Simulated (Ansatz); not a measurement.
BN (P6_3/mmc), clamped-ion strain scan

These are results of Ansatz, DFT r2SCAN, scalar-relativistic, plane waves, PAW, not measurements. Cutoff 500 eV, Γ-centred 12×12×4 k-points, Gaussian smearing of 0.05 eV. No spin polarisation. Energies are free energies at this smearing, counted from the undisturbed cell; pressure is positive in compression.

Zero of the scan (relaxed at this level):

```yaml
crystal:
  lattice:
    - [2.50098, 0.00000, 0.00000]
    - [-1.25049, 2.16591, 0.00000]
    - [0.00000, 0.00000, 6.87416]
  atoms:
    - { symbol: B, position: [0.33333, 0.66667, 0.25000] }
    - { symbol: B, position: [0.66667, 0.33333, 0.75000] }
    - { symbol: N, position: [0.33333, 0.66667, 0.75000] }
    - { symbol: N, position: [0.66667, 0.33333, 0.25000] }
```

The cell holds layers and no dispersion correction was added, so their binding is poorly described.

The cell is strained by ε times the Voigt pattern (0, 0, 0, 1, 0, 0) (xx, yy, zz, yz, xz, xy; engineering shear) with fractional coordinates fixed.

| ε | ΔE (meV/atom) | stress summed along the pattern (GPa, tension positive) | pressure (GPa) | gap on the mesh (eV) |
| --- | --- | --- | --- | --- |
| -0.0600 | 0.4 | -0.24 | -0.2 | 4.81 |
| -0.0300 | 0.1 | ? | 0.0 | ? |
| 0.0000 | 0.0 | 0.00 | 0.0 | 4.89 |
| 0.0075 | 0.0 | 0.03 | 0.0 | 4.88 |
| 0.0150 | 0.0 | 0.06 | 0.0 | 4.87 |
| 0.0225 | 0.1 | 0.09 | 0.0 | 4.86 |
| 0.0375 | ? | 0.14 | ? | 4.84 |
| 0.0450 | 0.2 | 0.17 | -0.1 | 4.83 |
| 0.0525 | 0.3 | 0.21 | -0.1 | 4.82 |

By symmetry 0.0600 repeats -0.0600, -0.0450 repeats 0.0450, 0.0300 repeats -0.0300, -0.0150 repeats 0.0150 in energy; the slope of the energy along the path changes sign there.

Problem. Give the withheld values.

Solution. stress summed along the pattern (GPa, tension positive) at ε = -0.0300: -0.12; gap on the mesh (eV) at ε = -0.0300: 4.85; ΔE (meV/atom) at ε = 0.0375: 0.2; pressure (GPa) at ε = 0.0375: -0.1.

Cost: 9 runs of about 0.82 core-minutes in all, on Intel Xeon Platinum 8488C (Sapphire Rapids) (shared hosts).